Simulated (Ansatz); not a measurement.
**How stiff is this cell of GeSe?**

Cell: an entry of the Crystallography Open Database (COD), its atoms then relaxed with PBE in this cell.

```
Ge Se
1.0
    10.82000    0.00000    0.00000
     0.00000    3.85000    0.00000
     0.00000    0.00000    4.40000
Ge Se
4 4
Direct
  0.12009 0.25000 0.11563
  0.87991 0.75000 0.88437
  0.37991 0.75000 0.61563
  0.62009 0.25000 0.38437
  0.85469 0.25000 0.49407
  0.14531 0.75000 0.50593
  0.64531 0.75000 0.99407
  0.35469 0.25000 0.00593
```

Sites (sets of like atoms) are named by element and the number of their first atom in this list.

Level of theory: DFT, PBE, plane waves and PAW, scalar-relativistic, 420 eV cutoff, Γ-centred 4×11×10 k-points, Fermi–Dirac smearing 0.02 eV (Ansatz 0.2.0).

The cell is stretched along z (the third Cartesian axis of the run's cell), x and y held, and the ions relax again each time. Tension counts as positive.

| strain along z (%) | stress along z (GPa) | stress along x (GPa) | gap on the k-mesh (eV) |
| --- | --- | --- | --- |
| -3 | -3.1 | -2.2 | 0.41 |
| -2 | -2.6 | -2.0 | 0.52 |
| -1 | -2.1 | -1.9 | 0.63 |
| 0 | -1.6 | -1.9 | 0.71 |
| +1 | -1.2 | -1.7 | 0.79 |
| +2 | -0.9 | -1.5 | 0.86 |
| +3 | ? | ? | ? |

(1) Estimate the row at +3 % from the others.

Results:

(1) stress along z (GPa): -0.6; stress along x (GPa): -1.5; gap on the k-mesh (eV): 0.89. Worked: parabolas through the other 6 rows give -0.6 and -1.3 GPa at +3 %. Their slopes at zero strain are 42 GPa (the stiffness along z) and 13 GPa (the coupling of z to x). They hold at this cell, where the calculated pressure is 1.8 GPa. The gap opens by 79 meV per per cent of stretch between the rows next to zero strain, but it doesn't follow one parabola over the range (0.92 eV for the withheld row), as when another band edge takes over.

PBE gaps are too small, by a third to a half in many semiconductors; their changes with strain are better.

All values belong to this cell and structure model.
